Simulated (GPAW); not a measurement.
A run of GPAW 26.7.0:

Contents of run.py:

```python
import numpy as np
from ase import Atoms
from ase.dft.bandgap import bandgap
from ase.io import write
from ase.units import GPa
from gpaw import GPAW, PW, setup_paths
from gpaw.spinorbit import soc_eigenstates

setup_paths.insert(0, '.')

atoms = Atoms(['Ga', 'Ga', 'N', 'N'],
              cell=[[3.18, 0.0, 0.0],
                    [-1.59, 2.753960784, 0.0],
                    [0.0, 0.0, 5.166]],
              scaled_positions=[[0.6666666667, 0.3333333333, 0.5],
                                [0.3333333333, 0.6666666667, 0.0],
                                [0.6666666667, 0.3333333333, 0.875],
                                [0.3333333333, 0.6666666667, 0.375]],
              pbc=True)

calc = GPAW(mode=PW(800),
            xc='WC',
            kpts={'size': (7, 7, 4), 'gamma': True},
            occupations={'name': 'fermi-dirac', 'width': 0.05},
            nbands=18,
            convergence={'density': 1e-05, 'energy': 1e-05},
            maxiter=150,
            txt='gpaw.txt')
atoms.calc = calc
energy = atoms.get_potential_energy()
forces = atoms.get_forces()
stress = atoms.get_stress()
calc.write('gs.gpw')
write('result.traj', atoms)
print(f'Energy: {energy:.6f} eV')
print('Forces (eV/A):')
print(forces.round(4))
print('Stress (GPa):', (stress / GPa).round(3))
print('Fermi level:', round(calc.get_fermi_level(), 4), 'eV')
print(f'Gap: {bandgap(calc)[0]:.4f} eV, direct: {bandgap(calc, direct=True)[0]:.4f} eV')

path = atoms.cell.bandpath('GMKGALHA,LM,KH', npoints=100, eps=1e-4)
bs_calc = calc.fixed_density(kpts=path, symmetry='off', nbands=29,
                             convergence={'bands': 'CBM+6.0', 'eigenstates': 1e-6}, txt='bands.txt')
bs = bs_calc.band_structure()
bs.write('bs.json')
print(f'Gap on the path: {bandgap(bs_calc)[0]:.4f} eV')

soc = soc_eigenstates(bs_calc, theta=0, phi=0)
np.savetxt('soc_bands.dat', soc.eigenvalues(), fmt='%.4f')
mesh = soc_eigenstates('gs.gpw', theta=0, phi=0)
np.savetxt('soc_mesh.dat', mesh.eigenvalues(), fmt='%.4f')
print('Fermi level with spin-orbit coupling:', round(mesh.fermi_level, 4), 'eV')
```

Potentials or basis: PAW data sets generated in the run's folder for this functional, pw.

Run with:

```sh
$ gpaw-setup -f WC Ga N
$ OMP_NUM_THREADS=1 python run.py
```

Hardware: 1 thread of Arm Neoverse V2, with other jobs on the host.

Estimate the wall time of this run.

It took 67 s on 1 thread of Arm Neoverse V2, with other jobs on the host, peak memory 0.39 GiB. Counts: scf iterations 14, plane waves 2352, bands 18, k points 28.
